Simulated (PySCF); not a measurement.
An unknown gives this computed stick spectrum. The calculation used TDDFT CAM-B3LYP/def2-SVPD, vertical, gas phase, core orbitals frozen in the response in PySCF. Geometries: GFN2-xTB, one conformer each.

```
state  E (eV)       f
   S1    6.10  0.0002
   S2    7.29   0.030
   S3    7.30  0.0045
   S4    7.67  0.0025
   S5    7.67   0.046
   S6    7.94   0.176
   S7    8.08   0.030
   S8    8.55   0.028
```

Triplets computed (Tamm–Dancoff): 5.63, 5.82, 7.05 eV.

Task: Which candidate is it?
A. `c1nc[nH]n1`
B. `C=C1CC1`
C. `C#CC=C`
D. `CCCCC`
E. `NC(=O)CO`

Result: E. Its S1 lies at 6.10 eV; the nearest of the others has S1 at 6.43 eV. S1 is HOMO-1→LUMO+1 (94%). Löwdin shares by element: HOMO oxygen 58% or more, nitrogen 12%, carbon 11% or more, hydrogen 5% or more; LUMO carbon 26%, hydrogen 25% or more, nitrogen 15% (atoms not listed hold the other 33%). At the same level the other candidates give, for their lowest levels:
- `CCCCC`: 8.71 eV (f 0.013); 8.90 eV (f 0.000); 9.12 eV (f 0.002); 9.14 eV (f 0.000); 9.32 eV (f 0.000); T1 8.58 eV; HOMO -10.21, LUMO 1.49 eV
- `C=C1CC1`: 6.74 eV (f 0.000); 7.37 eV (f 0.021); 7.40 eV (f 0.464); 7.63 eV (f 0.001); 8.10 eV (f 0.000); T1 4.48 eV; HOMO -8.84, LUMO 1.30 eV
- `c1nc[nH]n1`: 6.43 eV (f 0.006); 7.31 eV (f 0.103); 7.45 eV (f 0.000); 7.51 eV (f 0.004); 7.64 eV (f 0.029); T1 4.91 eV; HOMO -9.34, LUMO 1.11 eV
- `C#CC=C`: 5.52 eV (f 0.000); 5.75 eV (f 0.254); 6.30 eV (f 0.001); 7.15 eV (f 0.001); 7.75 eV (f 0.420); T1 3.51 eV; HOMO -8.48, LUMO 0.13 eV

The values belong to the conformer `[NH2:1][C:2](=[O:3])[CH2:4][OH:5]`: N1–C2–C4–O5 180°, H–N1–C2–O3 -179°, H–N1–C2–O3 0°, H–O5–C4–C2 0°.
